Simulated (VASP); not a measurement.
# Pt in VASP: single point with LDA

Aim: the single point of Pt with LDA.

Program: VASP 6.6.1. These are calculated values, not measurements. Logs are shortened: lines on timing, memory, paths and dates and some standing lists are left out, and cuts for length are marked.

**1. Starting point**

The cell holds a slab with vacuum, 6 atoms: a = 2.775 Å, b = 2.775 Å, c = 28.328 Å, α = 90.00°, β = 90.00°, γ = 60.00°.

The cell was built by a generator and needn't be a form met in nature.

**2. Single point, LDA**

Input file INCAR:

```
SYSTEM = Pt
PREC     = Accurate       ! precision mode
ENCUT    = 520            ! plane-wave cutoff, eV
EDIFF    = 1E-6           ! SCF threshold, eV
ISMEAR   = 0              ! smearing method
SIGMA    = 0.1            ! smearing width, eV
LREAL    = .False.        ! projectors in reciprocal space
LASPH    = .True.         ! aspherical terms in the spheres
NELM     = 60             ! most SCF steps
ALGO     = Fast           ! electronic algorithm
ISIF     = 2              ! what is computed and relaxed
LWAVE    = .False.        ! write WAVECAR
LCHARG   = .False.        ! write CHGCAR
LDIPOL   = .True.       
IDIPOL   = 3            
DIPOL    = 0.5 0.5 0.500
NBANDS   = 39             ! bands
```

Input file KPOINTS:

```
regular mesh
0
Gamma
  18 18 1
  0 0 0
```

Input file POSCAR:

```
Pt
1.0
    2.7746870094      0.0000000000      0.0000000000
    1.3873435047      2.4029494377      0.0000000000
    0.0000000000      0.0000000000     28.3276122815
Pt
6
Direct
    0.0000000000      0.0000000000      0.3034474848
    0.3333333333      0.3333333333      0.3828413499
    0.6666666667      0.6666666667      0.4610274560
    0.0000000000      0.0000000000      0.5389724794
    0.3333333333      0.3333333333      0.6171586328
    0.6666666667      0.6666666667      0.6965525971
```

Potentials or basis: VASP PAW LDA potentials, release 64 (Pt).

Run with:

```sh
> cat potpaw_LDA.64/Pt/POTCAR > POTCAR
> mpirun -np 1 vasp_std > vasp.out
```

OUTCAR:

```text
SYSTEM = Pt
   PREC = Accurate
   ENCUT = 520
   EDIFF = 1E-6
   ISMEAR = 0
   LREAL = .False.
   LASPH = .True.
   NELM = 60
   ISIF = 2

 ion  position               nearest neighbor table
   1  0.000  0.000  0.303-   2 2.76   2 2.76   2 2.76
   2  0.333  0.333  0.383-   3 2.73   3 2.73   3 2.73   1 2.76   1 2.76   1 2.76
   3  0.667  0.667  0.461-   4 2.73   4 2.73   4 2.73   2 2.73   2 2.73   2 2.73
   4  0.000  0.000  0.539-   3 2.73   3 2.73   3 2.73   5 2.73   5 2.73   5 2.73
   5  0.333  0.333  0.617-   4 2.73   4 2.73   4 2.73   6 2.76   6 2.76   6 2.76
   6  0.667  0.667  0.697-   5 2.76   5 2.76   5 2.76

  LATTYP: Found a hexagonal cell.
 ALAT       =     2.7746870094
 C/A-ratio  =    10.2093000708

  Lattice vectors:

 A1 = (  -1.3873435047,  -2.4029494377,   0.0000000000)
 A2 = (   2.7746870094,   0.0000000000,   0.0000000000)
 A3 = (   0.0000000000,   0.0000000000,  28.3276122815)

Analysis of symmetry for initial positions (statically):
=====================================================================
 Subroutine PRICEL returns:
 Original cell was already a primitive cell.

 Routine SETGRP: Setting up the symmetry group for a
 hexagonal supercell.

 Subroutine GETGRP returns: Found 12 space group operations
 (whereof  6 operations were pure point group operations)
 out of a pool of 24 trial point group operations.

The static configuration has the point symmetry C_3v.
 The point group associated with its full space group is D_3d.

Analysis of symmetry for dynamics (positions and initial velocities):
=====================================================================
 Subroutine PRICEL returns:
 Original cell was already a primitive cell.

 Routine SETGRP: Setting up the symmetry group for a
 hexagonal supercell.

 Subroutine GETGRP returns: Found 12 space group operations
 (whereof  6 operations were pure point group operations)
 out of a pool of 24 trial point group operations.

The dynamic configuration has the point symmetry C_3v.
 The point group associated with its full space group is D_3d.

 Subroutine INISYM returns: Found 12 space group operations
 (whereof  6 operations are pure point group operations),
 and found     1 'primitive' translations

----------------------------------------------------------------------------------------

                                     Primitive cell

  volume of cell :     188.8724

  direct lattice vectors                    reciprocal lattice vectors
     2.774687009  0.000000000  0.000000000     0.360401010 -0.208077620  0.000000000
     1.387343505  2.402949438  0.000000000     0.000000000  0.416155240  0.000000000
     0.000000000  0.000000000 28.327612281     0.000000000  0.000000000  0.035301246

  length of vectors
     2.774687009  2.774687009 28.327612281     0.416155240  0.416155240  0.035301246

  position of ions in fractional coordinates (direct lattice)
     0.000000000  0.000000000  0.303447485
     0.333333333  0.333333333  0.382841350
     0.666666667  0.666666667  0.461027456
     0.000000000  0.000000000  0.538972479
     0.333333333  0.333333333  0.617158633
     0.666666667  0.666666667  0.696552597

  ion indices of the primitive-cell ions
   primitive index   ion index
                 1           1
                 2           2
                 3           3
                 4           4
                 5           5
                 6           6

----------------------------------------------------------------------------------------

 KPOINTS: regular mesh

Automatic generation of k-mesh.
 Grid dimensions read from file:
 generate k-points for:   18   18    1

 Generating k-lattice:

  Cartesian coordinates                     Fractional coordinates (reciprocal lattice)
     0.020022278 -0.011559868  0.000000000     0.055555556  0.000000000  0.000000000
     0.000000000  0.023119736  0.000000000     0.000000000  0.055555556  0.000000000
     0.000000000  0.000000000  0.035301246     0.000000000  0.000000000  1.000000000

  Length of vectors
     0.023119736  0.023119736  0.035301246

  Shift w.r.t. Gamma in fractional coordinates (k-lattice)
     0.000000000  0.000000000  0.000000000

 Subroutine IBZKPT returns following result:
 ===========================================

 Found     37 irreducible k-points:

 Following reciprocal coordinates:
            Coordinates               Weight
  0.000000  0.000000  0.000000      1.000000
  0.055556  0.000000  0.000000      6.000000
  0.111111  0.000000  0.000000      6.000000
  0.166667  0.000000  0.000000      6.000000
  0.222222 -0.000000  0.000000      6.000000
  0.277778  0.000000  0.000000      6.000000
[... 16 lines left out ...]
  0.444444  0.111111  0.000000     12.000000
  0.500000  0.111111  0.000000     12.000000
 [... further k-points ...]
   k-points           NKPTS =     37   k-points in BZ     NKDIM =     37   number of bands    NBANDS=     39
   number of dos      NEDOS =    301   number of ions     NIONS =      6
   total plane-waves  NPLWV = 124416
   dimension x,y,z NGX =    24 NGY =   24 NGZ =  216
   dimension x,y,z NGXF=    48 NGYF=   48 NGZF=  432
   ions per type =               6
   NGX,Y,Z   is equivalent  to a cutoff of  14.38, 14.38, 12.68 a.u.
   NGXF,Y,Z  is equivalent  to a cutoff of  28.76, 28.76, 25.35 a.u.
 SYSTEM =  Pt
   PREC   = accura    normal or accurate (medium, high low for compatibility)
   ISTART =      0    job   : 0-new  1-cont  2-samecut
   ICHARG =      2    charge: 1-file 2-atom 10-const
   ISPIN  =      1    spin polarized calculation?
   LNONCOLLINEAR =      F non collinear calculations
   LSORBIT =      F    spin-orbit coupling
   LASPH  =      T    aspherical Exc in radial PAW
   ENCUT  =  520.0 eV  38.22 Ry    6.18 a.u.   5.16  5.16 52.67*2*pi/ulx,y,z
   NELM   =     60;   NELMIN=  2; NELMDL= -5     # of ELM steps
   EDIFF  = 0.1E-05   stopping-criterion for ELM
   LREAL  =      F    real-space projection
   EDIFFG = 0.1E-04   stopping-criterion for IOM
   NSW    =      0    number of steps for IOM
   IBRION =     -1    ionic relax: 0-MD 1-quasi-New 2-CG
   NFREE  =      0    steps in history (QN), initial steepest desc. (CG)
   ISIF   =      2    stress and relaxation
   ISYM   =      2    0-nonsym 1-usesym 2-fastsym
   POTIM  = 0.5000    time-step for ionic-motion
   TEBEG  =    0.0;   TEEND  =   0.0 temperature during run
   PSTRESS=    0.0 pullay stress
   NELECT =      60.0000    total number of electrons
   NUPDOWN=      -1.0000    fix difference up-down
   EMIN   =  10.00;   EMAX   =-10.00  energy-range for DOS
   EFERMI =   0.00;   METHOD = LEGACY
   ISMEAR =     0;   SIGMA  =   0.10  broadening in eV -4-tet -1-fermi 0-gaus
   EFERMI_NEDOS =   21; number of points for ismear=-14 and -15
   IALGO  =     68    algorithm
   IMIX   =      4    mixing-type and parameters
     AMIX     =   0.40;   BMIX     =  1.00
     AMIX_MAG =   1.60;   BMIX_MAG =  1.00
  volume/ion in A,a.u.               =      31.48       212.43
  Fermi-wavevector in a.u.,A,eV,Ry     =   1.117041  2.110901 16.977080  1.247780
  Thomas-Fermi vector in A             =   2.253660
   LORBIT       =      0    0 simple, 1 ext, 2 COOP (PROOUT), +10 PAW based schemes
   GGA     = CA    functional components
   LHFCALC =     F    Hartree Fock is set to
   AEXX    =    0.0000 exact exchange contribution
   IVDW    =     0    specifies the selected vdW correction
   LEPSILON=     F    determine dielectric tensor
   LRPA    =     F    only Hartree local field effects (RPA)
 non-spin polarized calculation
 RMM-DIIS sequential band-by-band and
 Gauss-broadening in eV      SIGMA  =   0.10
  energy-cutoff  :      520.00
  volume of cell :      188.87
 maximum number of plane-waves:      5123
 NGX is ok and might be reduce to    24
   NGX = 11   NGY = 11   NGZ =105

 dipolmoment           0.000000      0.000000     -0.000000 electrons x Angstroem

 number of electron      60.0000005 magnetization

 dipolmoment           0.000000      0.000000      0.000048 electrons x Angstroem

 Free energy of the ion-electron system (eV)
  ---------------------------------------------------
  ext. energy  EPLUGINS =         0.00000000
  ---------------------------------------------------
  free energy    TOTEN  =       -43.34367760 eV

  energy without entropy =      -43.28124877  energy(sigma->0) =      -43.31246319

 E-fermi :   2.1575     XC(G=0):  -7.1924

 val. band max:        2.1489558236   @ k =   0.2222  -0.0000   0.0000
 cond. band min:       2.1606630910   @ k =   0.1111   0.0556   0.0000
 fundamental gap:      0.0117072675
 Fermi energy:         2.1575159292

 k-point     1 :       0.0000    0.0000    0.0000
  band No.  band energies     occupation
      1      -8.0221      2.00000
      2      -7.1820      2.00000
      3      -6.1904      2.00000
      4      -5.4833      2.00000
      5      -5.0684      2.00000
      6      -5.0167      2.00000
[... 31 lines left out ...]
     38       7.9476      0.00000
     39       8.0060      0.00000

 k-point     2 :       0.0556    0.0000    0.0000
  band No.  band energies     occupation
      1      -7.9127      2.00000
      2      -7.0758      2.00000
      3      -6.0843      2.00000
      4      -5.3783      2.00000
      5      -4.9640      2.00000
      6      -4.9115      2.00000
[... 31 lines left out ...]
     38       8.0287      0.00000
     39       8.0680      0.00000

 k-point     3 :       0.1111    0.0000    0.0000
  band No.  band energies     occupation
      1      -7.5931      2.00000
      2      -6.7687      2.00000
      3      -5.7817      2.00000
      4      -5.0806      2.00000
      5      -4.6674      2.00000
      6      -4.6136      2.00000
[... 832 lines left out ...]
 k-point    23 :       0.4444    0.1111    0.0000
  band No.  band energies     occupation
      1      -4.9372      2.00000
      2      -4.5856      2.00000
      3      -4.3248      2.00000
      4      -4.1824      2.00000
      5      -4.0252      2.00000
      6      -3.6527      2.00000
[... 31 lines left out ...]
     38       9.2201      0.00000
     39      10.0639      0.00000

 k-point    24 :       0.5000    0.1111    0.0000
  band No.  band energies     occupation
      1      -4.9117      2.00000
      2      -4.7013      2.00000
      3      -4.2894      2.00000
      4      -4.2589      2.00000
      5      -4.1403      2.00000
      6      -3.7538      2.00000
[... 31 lines left out ...]
     38       8.3975      0.00000
     39       8.8472      0.00000

 [... further k-points ...]

------------------------ aborting loop because EDIFF is reached ----------------------------------------

 vacuum level on the upper side and lower side of the slab       (xc-potential included)        -0.221        -0.222

  FORCE on cell =-STRESS in cart. coord.  units (eV):
  Direction    XX          YY          ZZ          XY          YZ          ZX
  --------------------------------------------------------------------------------------
  -------------------------------------------------------------------------------------
  Total       -6.1957533     -6.1957533      0.2520701      0.0000000      0.0000000      0.0000000
  in kB      -52.5576691    -52.5576691      2.1382734      0.0000000      0.0000000      0.0000000
  external PRESSURE =     -34.3256883 kB  Pullay stress =       0.0000000 kB

 VOLUME and BASIS-vectors are now :
 -----------------------------------------------------------------------------
  energy-cutoff  :      520.00
  volume of cell :      188.87
      direct lattice vectors                 reciprocal lattice vectors
     2.774687009  0.000000000  0.000000000     0.360401010 -0.208077620  0.000000000
     1.387343505  2.402949438  0.000000000     0.000000000  0.416155240  0.000000000
     0.000000000  0.000000000 28.327612281     0.000000000  0.000000000  0.035301246

 POSITION                                       TOTAL-FORCE (eV/Angst)
 -----------------------------------------------------------------------------------
      0.00000      0.00000      8.59594        -0.000000      0.000000     -0.022934
      1.38734      0.80098     10.84498         0.000000     -0.000000     -0.007838
      2.77469      1.60197     13.05981        -0.000000     -0.000000     -0.007708
      0.00000      0.00000     15.26780         0.000000      0.000000      0.007708
      1.38734      0.80098     17.48263        -0.000000      0.000000      0.007838
      2.77469      1.60197     19.73167         0.000000     -0.000000      0.022934
 -----------------------------------------------------------------------------------
    total drift:                               -0.000000     -0.000000      0.007199

  FREE ENERGIE OF THE ION-ELECTRON SYSTEM (eV)
  ---------------------------------------------------
  free  energy   TOTEN  =       -43.3436776024 eV

  energy  without entropy=      -43.2812487748  energy(sigma->0) =      -43.31246319

 vacuum level on the upper side and lower side of the slab         8.018         8.016
```

It took 6.9 min on 1 thread of Intel Xeon 6975P-C (Granite Rapids), shared host; peak memory 0.37 GiB.

Results:

```
Free energy            : -43.3437 eV
Largest force          : 0.023 eV/Å
Band gap on the k mesh : none (metal or under the smearing width)
```

Forces in eV/Å, atoms in the order of the input:
```
Pt   0.000  0.000 -0.023
Pt   0.000  0.000 -0.008
Pt   0.000  0.000 -0.008
Pt   0.000  0.000  0.008
Pt   0.000  0.000  0.008
Pt   0.000  0.000  0.023
```

The run has no spin-orbit coupling, so splittings on Pt are missing.
